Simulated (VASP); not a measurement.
# Si (Pm-3m) in VASP: further runs

One crystal, Si, is run at these levels: PW91, RPBE+D3; tasks: elastic constants, band structure.

All numbers are computed with VASP 6.6.1; they aren't measurements. Logs are shortened: lines on timing, memory, paths and dates and some standing lists are left out, and cuts for length are marked.

### 1 The structure

The structure is cubic, space group Pm-3m (No. 221). Conventional cell: a = 2.532 Å, b = 2.532 Å, c = 2.532 Å, α = 90.00°, β = 90.00°, γ = 90.00°. Around Si (site symmetry m-3m) lie 6 Si at 2.53 Å.

The cell was built by a generator and needn't be a form met in nature.

### 2 Elastic constants, PW91, collinear spin, ferromagnetic start

POSCAR reads:

```
Si
1.0
    2.5321100000      0.0000000000      0.0000000000
    0.0000000000      2.5321100000      0.0000000000
    0.0000000000      0.0000000000      2.5321100000
Si
1
Direct
    0.5000000000      0.5000000000      0.5000000000
```

INCAR.step1 reads:

```
PREC = Accurate
ENCUT = 600
EDIFF = 1E-8
ISMEAR = -1
SIGMA = 0.1
LREAL = False
LASPH = True
NELM = 80
ALGO = Damped
ISIF = 3
LWAVE = False
LCHARG = False
ISPIN = 2
MAGMOM = 0.5
LORBIT = 11
GGA = 91
TIME = 0.2
IBRION = 2
NSW = 40
EDIFFG = -0.002
```

INCAR.step2 reads:

```
PREC = Accurate
ENCUT = 600
EDIFF = 1E-8
ISMEAR = -1
SIGMA = 0.1
LREAL = False
LASPH = True
NELM = 80
ALGO = Damped
ISIF = 3
LWAVE = False
LCHARG = False
ISPIN = 2
MAGMOM = 0.5
LORBIT = 11
GGA = 91
TIME = 0.2
IBRION = 6
NFREE = 2
POTIM = 0.015
NSW = 1
```

KPOINTS reads:

```
Automatic mesh
0
Gamma
  7 7 7
```

Potentials or basis: VASP PAW PBE potentials, release 64 (Si).

Command:

```sh
$ cat potpaw_PBE.64/Si/POTCAR > POTCAR
$ cp INCAR.step1 INCAR
$ mpirun -np 1 vasp_std > vasp.out
$ cp CONTCAR POSCAR
$ cp INCAR.step2 INCAR
$ mpirun -np 1 vasp_std > vasp.out
```

OUTCAR:

```text
PREC = Accurate
   ENCUT = 600
   EDIFF = 1E-8
   ISMEAR = -1
   LREAL = False
   LASPH = True
   NELM = 80
   ISIF = 3
   ISPIN = 2
   LORBIT = 11
   GGA = 91
   IBRION = 6
   NFREE = 2
   POTIM = 0.015
   NSW = 1

 ion  position               nearest neighbor table
   1  0.500  0.500  0.500-

  LATTYP: Found a simple cubic cell.
 ALAT       =     2.5288007262

  Lattice vectors:

 A1 = (   2.5288007262,   0.0000000000,   0.0000000000)
 A2 = (   0.0000000000,   2.5288007262,   0.0000000000)
 A3 = (   0.0000000000,   0.0000000000,   2.5288007262)

Analysis of symmetry for initial positions (statically):
=====================================================================
 Subroutine PRICEL returns:
 Original cell was already a primitive cell.

 Routine SETGRP: Setting up the symmetry group for a
 simple cubic supercell.

 Subroutine GETGRP returns: Found 48 space group operations
 (whereof 48 operations were pure point group operations)
 out of a pool of 48 trial point group operations.

The static configuration has the point symmetry O_h .

Analysis of symmetry for dynamics (positions and initial velocities):
=====================================================================
 Subroutine PRICEL returns:
 Original cell was already a primitive cell.

 Routine SETGRP: Setting up the symmetry group for a
 simple cubic supercell.

 Subroutine GETGRP returns: Found 48 space group operations
 (whereof 48 operations were pure point group operations)
 out of a pool of 48 trial point group operations.

The dynamic configuration has the point symmetry O_h .

Analysis of structural, dynamic, and magnetic symmetry:
=====================================================================
 Subroutine PRICEL returns:
 Original cell was already a primitive cell.

 Routine SETGRP: Setting up the symmetry group for a
 simple cubic supercell.

 Subroutine GETGRP returns: Found 48 space group operations
 (whereof 48 operations were pure point group operations)
 out of a pool of 48 trial point group operations.

The overall configuration has the point symmetry O_h .

 Subroutine INISYM returns: Found 48 space group operations
 (whereof 48 operations are pure point group operations),
 and found     1 'primitive' translations

----------------------------------------------------------------------------------------

                                     Primitive cell

  volume of cell :      16.1713

  direct lattice vectors                    reciprocal lattice vectors
     2.528800726  0.000000000  0.000000000     0.395444366  0.000000000  0.000000000
     0.000000000  2.528800726  0.000000000     0.000000000  0.395444366  0.000000000
     0.000000000  0.000000000  2.528800726     0.000000000  0.000000000  0.395444366

  length of vectors
     2.528800726  2.528800726  2.528800726     0.395444366  0.395444366  0.395444366

  position of ions in fractional coordinates (direct lattice)
     0.500000000  0.500000000  0.500000000

  ion indices of the primitive-cell ions
   primitive index   ion index
                 1           1

----------------------------------------------------------------------------------------

 KPOINTS: Automatic mesh

Automatic generation of k-mesh.
 Grid dimensions read from file:
 generate k-points for:    7    7    7

 Generating k-lattice:

  Cartesian coordinates                     Fractional coordinates (reciprocal lattice)
     0.056492052  0.000000000  0.000000000     0.142857143  0.000000000  0.000000000
     0.000000000  0.056492052  0.000000000     0.000000000  0.142857143  0.000000000
     0.000000000  0.000000000  0.056492052     0.000000000  0.000000000  0.142857143

  Length of vectors
     0.056492052  0.056492052  0.056492052

  Shift w.r.t. Gamma in fractional coordinates (k-lattice)
     0.000000000  0.000000000  0.000000000

 Subroutine IBZKPT returns following result:
 ===========================================

 Found     20 irreducible k-points:

 Following reciprocal coordinates:
            Coordinates               Weight
  0.000000  0.000000  0.000000      1.000000
  0.142857  0.000000  0.000000      6.000000
  0.285714  0.000000  0.000000      6.000000
  0.428571  0.000000  0.000000      6.000000
  0.142857  0.142857  0.000000     12.000000
  0.285714  0.142857  0.000000     24.000000
[... 12 lines left out ...]
  0.428571  0.428571  0.285714     24.000000
  0.428571  0.428571  0.428571      8.000000
[... 29 lines left out ...]
   NELECT =       4.0000    total number of electrons
   NUPDOWN=      -1.0000    fix difference up-down
   EMIN   =  10.00;   EMAX   =-10.00  energy-range for DOS
   EFERMI =   0.00;   METHOD = LEGACY
   ISMEAR =    -1;   SIGMA  =   0.10  broadening in eV -4-tet -1-fermi 0-gaus
   EFERMI_NEDOS =   21; number of points for ismear=-14 and -15
   IALGO  =     53    algorithm
   IMIX   =      4    mixing-type and parameters
     AMIX     =   0.40;   BMIX     =  1.00
     AMIX_MAG =   1.60;   BMIX_MAG =  1.00
  volume/ion in A,a.u.               =      16.17       109.13
  Fermi-wavevector in a.u.,A,eV,Ry     =   1.027654  1.941984 14.368740  1.056073
  Thomas-Fermi vector in A             =   2.161610
   LORBIT       =     11    0 simple, 1 ext, 2 COOP (PROOUT), +10 PAW based schemes
   GGA     = 91    functional components
   LHFCALC =     F    Hartree Fock is set to
   AEXX    =    0.0000 exact exchange contribution
   IVDW    =     0    specifies the selected vdW correction
   LEPSILON=     F    determine dielectric tensor
   LRPA    =     F    only Hartree local field effects (RPA)
 finite differences with symmetry
 spin polarized calculation
  energy-cutoff  :      600.00
  volume of cell :       16.17
 maximum number of plane-waves:       549
   NGX = 11   NGY = 11   NGZ = 11

--------------------------------------- Ionic step        1  -------------------------------------------

 number of electron       4.0000000 magnetization       0.0000456

 Free energy of the ion-electron system (eV)
  ---------------------------------------------------
  ext. energy  EPLUGINS =         0.00000000
  ---------------------------------------------------
  free energy    TOTEN  =        -5.07803258 eV

  energy without entropy =       -5.06735830  energy(sigma->0) =       -5.07269544

------------------------ aborting loop because EDIFF is reached ----------------------------------------

  FORCE on cell =-STRESS in cart. coord.  units (eV):
  Direction    XX          YY          ZZ          XY          YZ          ZX
  --------------------------------------------------------------------------------------
  -------------------------------------------------------------------------------------
  Total        0.0004515      0.0004515      0.0004515      0.0000000     -0.0000000      0.0000000
  in kB        0.0447314      0.0447314      0.0447314      0.0000000     -0.0000000      0.0000000
  external PRESSURE =       0.0447314 kB  Pullay stress =       0.0000000 kB
[... 88 lines left out ...]
  FREE ENERGIE OF THE ION-ELECTRON SYSTEM (eV)
  ---------------------------------------------------
  free  energy   TOTEN  =        -5.0752018314 eV

  energy  without entropy=       -5.0656127838  energy(sigma->0) =       -5.07040731

[... ionic steps 4 to 12 ...]

--------------------------------------- Ionic step       13  -------------------------------------------

 number of electron       4.0000000 magnetization      -0.0000000

 number of electron       4.0000000 magnetization       0.0000000
[... 67 lines left out ...]
--------------------------------------- Ionic step       15  -------------------------------------------

 number of electron       4.0000000 magnetization       0.0000000

 Free energy of the ion-electron system (eV)
  ---------------------------------------------------
  ext. energy  EPLUGINS =         0.00000000
  ---------------------------------------------------
  free energy    TOTEN  =        -5.07803264 eV

  energy without entropy =       -5.06735869  energy(sigma->0) =       -5.07269567

 E-fermi :   8.0565     XC(G=0): -10.6158

 val. band max:        7.6897796601   @ k =   0.2857   0.2857   0.1429
 cond. band min:       8.1344035731   @ k =   0.4286   0.4286   0.2857
 fundamental gap:      0.4446239130
 Fermi energy:         8.0564662073

 spin component 1

 k-point     1 :       0.0000    0.0000    0.0000
  band No.  band energies     occupation
      1      -4.9380      1.00000
      2      15.7100      0.00000
      3      15.7100      0.00000
      4      15.9272      0.00000
      5      15.9272      0.00000
      6      15.9272      0.00000
[... 163 lines left out ...]
 k-point    20 :       0.4286    0.4286    0.4286
  band No.  band energies     occupation
      1       6.4654      1.00000
      2       8.6299      0.00322
      3       8.6299      0.00322
      4      12.2497      0.00000
      5      14.2326      0.00000
      6      14.2327      0.00000
 Fermi energy:         8.0564662073

 spin component 2

 k-point     1 :       0.0000    0.0000    0.0000
  band No.  band energies     occupation
      1      -4.9380      1.00000
      2      15.7100      0.00000
      3      15.7100      0.00000
      4      15.9272      0.00000
      5      15.9272      0.00000
      6      15.9272      0.00000
[... 197 lines left out ...]
  FREE ENERGIE OF THE ION-ELECTRON SYSTEM (eV)
  ---------------------------------------------------
  free  energy   TOTEN  =        -5.0780326443 eV

  energy  without entropy=       -5.0673586880  energy(sigma->0) =       -5.07269567

 INTERNAL STRAIN TENSORS FROM STRAINED CELLS
 ============================================

 INTERNAL STRAIN TENSOR FOR ION    1 for displacements in x,y,z  (eV/Angst):
          X           Y           Z          XY          YZ          ZX
  --------------------------------------------------------------------------------
  x     0.00000     0.00000     0.00000     0.00000     0.00000     0.00000
  y     0.00000     0.00000     0.00000     0.00000     0.00000     0.00000
  z     0.00000     0.00000     0.00000     0.00000     0.00000     0.00000

 INTERNAL STRAIN TENSORS FROM DISPLACED ATOMS
 ============================================

 INTERNAL STRAIN TENSOR FOR ION    1 for displacements in x,y,z  (eV/Angst):
          X           Y           Z          XY          YZ          ZX
  --------------------------------------------------------------------------------
  x     0.00000     0.00000     0.00000     0.00000     0.00000     0.00000
  y     0.00000     0.00000     0.00000     0.00000     0.00000     0.00000
  z     0.00000     0.00000     0.00000     0.00000     0.00000     0.00000

 Eigenvectors and eigenvalues of the dynamical matrix
 ----------------------------------------------------

   1 f/i=    0.000000 THz     0.000000 2PiTHz    0.000000 cm-1     0.000000 meV
             X         Y         Z           dx          dy          dz
      1.264400  1.264400  1.264400     1.000000    0.000000    0.000000

   2 f/i=    0.000000 THz     0.000000 2PiTHz    0.000000 cm-1     0.000000 meV
             X         Y         Z           dx          dy          dz
      1.264400  1.264400  1.264400     0.000000    1.000000    0.000000

   3 f/i=    0.000000 THz     0.000000 2PiTHz    0.000000 cm-1     0.000000 meV
             X         Y         Z           dx          dy          dz
      1.264400  1.264400  1.264400     0.000000    0.000000    1.000000

--------------------------------------------------------------------------------------------------------

 ELASTIC MODULI CONTR FROM IONIC RELAXATION (kBar)
 Direction    XX          YY          ZZ          XY          YZ          ZX
 --------------------------------------------------------------------------------
 XX           0.0000      0.0000      0.0000      0.0000      0.0000      0.0000
 YY           0.0000      0.0000      0.0000      0.0000      0.0000      0.0000
 ZZ           0.0000      0.0000      0.0000      0.0000      0.0000      0.0000
 XY           0.0000      0.0000      0.0000      0.0000      0.0000      0.0000
 YZ           0.0000      0.0000      0.0000      0.0000      0.0000      0.0000
 ZX           0.0000      0.0000      0.0000      0.0000      0.0000      0.0000
 --------------------------------------------------------------------------------

 TOTAL ELASTIC MODULI (kBar)
 Direction    XX          YY          ZZ          XY          YZ          ZX
 --------------------------------------------------------------------------------
 XX        2393.0758    331.8338    331.8338      0.0000      0.0000      0.0000
 YY         331.8338   2393.0758    331.8338      0.0000      0.0000      0.0000
 ZZ         331.8338    331.8338   2393.0758     -0.0000      0.0000     -0.0000
 XY           0.0000      0.0000     -0.0000    547.6203      0.0000      0.0000
 YZ           0.0000      0.0000      0.0000      0.0000    547.6203      0.0000
 ZX           0.0000      0.0000     -0.0000      0.0000      0.0000    547.6203
 --------------------------------------------------------------------------------

 total charge

# of ion       s       p       d       tot
------------------------------------------
    1        0.799   0.811   0.000   1.610

 magnetization (x)

# of ion       s       p       d       tot
------------------------------------------
    1        0.000   0.000   0.000   0.000
```

Run time: 3.4 min. Hardware: 1 thread of Intel Xeon 6975P-C (Granite Rapids), shared host; peak memory 0.19 GiB.

What came out:

* Relaxed volume: 16.17 Å³/atom
* Relaxed cell: a = 2.529 Å, b = 2.529 Å, c = 2.529 Å, α = 90.00°, β = 90.00°, γ = 90.00°
* Space group after relaxing (to 0.05 Å): Pm-3m (No. 221)
* Net moment: 0.00 μB per cell
* Valence electrons inside the program's atomic spheres: Si 1.61
* Elastic constants C11, C12, C44: 239, 33, 55 GPa
* Voigt bulk modulus: 102 GPa

Final structure:
```xyz
1
Lattice="2.5288 0.0000 0.0000 0.0000 2.5288 0.0000 0.0000 0.0000 2.5288" Properties=species:S:1:pos:R:3 pbc="T T T"
Si    1.2644    1.2644    1.2644
```

Elastic tensor in Voigt notation (GPa, in the Cartesian axes of the cell as first typed):
```
239  33  33   0   0   0
 33 239  33   0   0   0
 33  33 239   0   0   0
  0   0   0  55   0   0
  0   0   0   0  55   0
  0   0   0   0   0  55
```

Clamped-ion elastic tensor (GPa):
```
239  33  33   0   0   0
 33 239  33   0   0   0
 33  33 239   0   0   0
  0   0   0  55   0   0
  0   0   0   0  55   0
  0   0   0   0   0  55
```

Caveat: the PAW data sets were made with another functional, which shifts forces and pressure a little.

### 3 Band structure, RPBE+D3, non-collinear spin, ferromagnetic start

run.py reads:

```python
from ase.calculators.vasp import Vasp
from ase.dft.bandgap import bandgap
from ase.io import read

atoms = read('Si.cif')
atoms.set_initial_magnetic_moments([[0.5, 0.0, 0.0]])
calc = Vasp(
    directory='calc',
    xc='rpbe',
    pp='PBE',
    setups='materialsproject',
    prec='Accurate',
    encut=520,
    ediff=1e-07,
    ismear=0,
    sigma=0.1,
    lreal=False,
    lasph=True,
    nelm=80,
    algo='Fast',
    isif=2,
    lwave=False,
    lcharg=True,
    lnoncollinear=True,
    lorbit=11,
    ivdw=11,
    kpts=[7, 7, 7],
    gamma=True,
)
atoms.calc = calc

print('energy (eV):', atoms.get_potential_energy())
print('free energy (eV):', atoms.get_potential_energy(force_consistent=True))
efermi = calc.get_fermi_level()
print('Fermi level (eV):', efermi)
path = atoms.cell.bandpath(npoints=40, eps=1e-4)
print('path:', path.path)
calc.set(kpts=path.kpts, reciprocal=True, icharg=11, isym=0, lcharg=False)
calc.calculate(atoms)
print('gap on the path (eV):', bandgap(calc, efermi=efermi)[0])
print('direct gap on the path (eV):', bandgap(calc, efermi=efermi, direct=True)[0])
```

Si.cif reads:

```cif
data_Si
_cell_length_a 2.53211000
_cell_length_b 2.53211000
_cell_length_c 2.53211000
_cell_angle_alpha 90.00000000
_cell_angle_beta 90.00000000
_cell_angle_gamma 90.00000000
_space_group_name_H-M_alt 'P1'
_space_group_name_Hall 'P 1'
_space_group_IT_number 1
loop_
_space_group_symop_operation_xyz
'x,y,z'
loop_
_atom_site_label
_atom_site_type_symbol
_atom_site_symmetry_multiplicity
_atom_site_Wyckoff_symbol
_atom_site_fract_x
_atom_site_fract_y
_atom_site_fract_z
_atom_site_occupancy
Si1 Si 1 a 0.5000000000 0.5000000000 0.5000000000 1
```

Potentials or basis: VASP PAW PBE potentials, release 64 (Si).

Command:

```sh
$ python run.py
```

Wall time 23 s (1 thread of Intel Xeon 6975P-C (Granite Rapids), shared host); peak memory 0.16 GiB.

The run converged. Its results:

```yaml
Band_gap_along_the_path: none (metal or under the smearing width)
Net_moment: 0.00 μB per cell
Dispersion_energy_per_atom: -0.294 eV
```

Levels at the corners of the path, in eV from the Fermi level:
```csv
point,band 1,band 2,band 3,band 4,band 5,band 6,band 7,band 8
Γ,-13.03,-13.03,7.51,7.51,7.51,7.51,7.85,7.85
X,-8.44,-8.44,-6.38,-6.38,10.12,10.12,11.24,11.24
M,-3.31,-3.31,-2.74,-2.74,-2.74,-2.74,1.62,1.62
Γ,-13.03,-13.03,7.51,7.51,7.51,7.51,7.85,7.85
R,0.69,0.69,0.69,0.69,0.69,0.69,3.77,3.77
X,-8.44,-8.44,-6.38,-6.38,10.12,10.12,11.24,11.24
M,-3.31,-3.31,-2.74,-2.74,-2.74,-2.74,1.62,1.62
R,0.69,0.69,0.69,0.69,0.69,0.69,3.77,3.77
```

Moments on the atoms (μB; x, y, z):
```
Si  0.00 0.00 0.00
```

Caveat: the log is that of the step along the path at fixed density, whose energy, stress, charges and moments have no meaning; the PAW data sets were made with another functional, which shifts forces and pressure a little; pairwise dispersion overbinds metals, which lowers pressure and volume.

### 4 For comparison

An earlier run on the cell as given: functional PBE; potentials or basis VASP PAW PBE potentials, release 64 (Si); cutoff 520 eV; k mesh 10 × 10 × 10; occupations fermi-dirac, width 0.05 eV; no spin polarisation.

* Pressure: 0.2 GPa
* Band gap on the k mesh: none (metal or under the smearing width)

### 5 The runs side by side

```tsv
task	level	spin	cell	k mesh	cutoff (eV)	smearing	ions in elastic constants	other keys	moment (μB)
elastic constants	PW91	collinear, ferromagnetic start	relaxed	7 × 7 × 7	600	fermi-dirac 0.1 eV	relaxed	ALGO = Damped; TIME = 0.2	0.00
band structure	RPBE+D3	non-collinear, ferromagnetic start	as given	7 × 7 × 7	520	gaussian 0.1 eV	-	-	0.00
single point	PBE	off	as given	10 × 10 × 10	520	fermi-dirac 0.05 eV	-	-	-
```

Alike in all rows: potentials or basis VASP PAW PBE potentials, release 64 (Si).

Caveats: the PAW data sets were made with another functional, which shifts forces and pressure a little (some runs); pairwise dispersion overbinds metals, which lowers pressure and volume (some runs).

Total energies depend on the potentials used, so only differences within one code and one set of settings carry meaning.
